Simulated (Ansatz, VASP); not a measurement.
**Two plane-wave programs on Nb**

File INCAR:

```
SYSTEM = Nb
ALGO = Normal
EDIFF = 1E-7
ENCUT = 520
GGA = PS
ISIF = 2
ISMEAR = -1
LASPH = .True.
LCHARG = .False.
LREAL = .False.
LWAVE = .False.
NBANDS = 26
NELM = 80
PREC = Accurate
SIGMA = 0.1
```

File KPOINTS:

```
k-points
0
Gamma
  9 9 13
  0 0 0
```

The input POSCAR:

```
Nb
1.0
    4.8892896014      0.0000000000      0.0000000000
   -2.4446448007      4.2342490012      0.0000000000
    0.0000000000      0.0000000000      2.6908431152
Nb
3
Direct
    0.0000000000      1.0000000000      1.0000000000
    0.3333333333      0.6666666667      0.5000000000
    0.6666666667      0.3333333333      0.5000000000
```

Input for Ansatz:

```yaml
crystal:
  lattice:
    - [4.8892896014, 0.0, 0.0]
    - [-2.4446448007, 4.2342490012, 0.0]
    - [0.0, 0.0, 2.6908431152]
  atoms:
    - { symbol: Nb, position: [0.0, 1.0, 1.0] }
    - { symbol: Nb, position: [0.3333333333, 0.6666666667, 0.5] }
    - { symbol: Nb, position: [0.6666666667, 0.3333333333, 0.5] }
hamiltonian:
  xc: pbesol
  pseudopotentials:
    kind: paw
    azcp:
      Nb: "pseudopotentials/Nb.paw.azcp"
basis:
  ecutwfc: 420
  fft_grid_basis: typed
kpoints:
  mp_grid: { grid: [9, 9, 13], shift: [0, 0, 0] }
magnetization:
  spin_polarized: false
scf:
  occupations: { method: fermi_dirac, width: 0.1 }
  lower_state_search: "off"
output:
  stress: true
```

Alike in both runs: task single point; functional PBEsol; k mesh 9 × 9 × 13; occupations fermi-dirac, width 0.1 eV; no spin polarisation.

|  | VASP | Ansatz |
| --- | --- | --- |
| version | VASP 6.6.1 | Ansatz 0.2.0 |
| potentials or method | VASP PAW PBE potentials, release 64 (Nb_sv) | plane waves (420 eV) with PAW, scalar-relativistic |
| plane-wave cutoff (eV) | 520 | 420 |
| valence electrons in the cell | 39 | 39 |

Ansatz gave:

- pressure (GPa): -6.3
- largest component of the traceless stress (GPa): 1.14

What did VASP give for the same quantities?

Pressure (GPa): -6.6; largest component of the traceless stress (GPa): 1.09.

The functional is the same, so the differences come from potentials, cutoffs and numerics. Ansatz warned: «pseudo_functional_mismatch».

Caveats: the PAW data sets were made with another functional, which shifts forces and pressure a little (VASP).
